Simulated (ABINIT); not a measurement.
Runs of ABINIT 10.8.3 (patched build) on BN. It takes space group Fmm2 (No. 42, orthorhombic). Conventional cell: a = 2.503 Å, b = 6.991 Å, c = 4.332 Å, α = 90.00°, β = 90.00°, γ = 90.00°. Around N (site symmetry mm2) lie 3 B at 1.44 Å. B (site symmetry mm2) has 3 N at 1.44 Å as nearest neighbours. Measurements of this composition are mostly on another form, of space group No. 194.

| level | gap on the mesh (eV) | pressure (GPa) | largest force (eV/Å) |
| --- | --- | --- | --- |
| BLYP | (a) | 5.0 | 0.01 |
| LDA | 3.70 | (b) | 0.01 |
| AM05 | 3.85 | 1.3 | 0.01 |
| PBEsol | 3.79 | 0.8 | 0.01 |

Alike in all rows: task band structure; potentials or basis JTH PAW PBE v2.0; no spin polarisation; cell as given; k mesh 13 × 13 × 13; cutoff (eV) 844; smearing fermi-dirac 0.05 eV.

Estimate the missing entries.

(a) 3.96; (b) -3.7.

Caveats: the PAW data sets were made with another functional, which shifts forces and pressure a little; the mesh misses the band edges, which the band path finds closer together; the atomic spheres overlap.
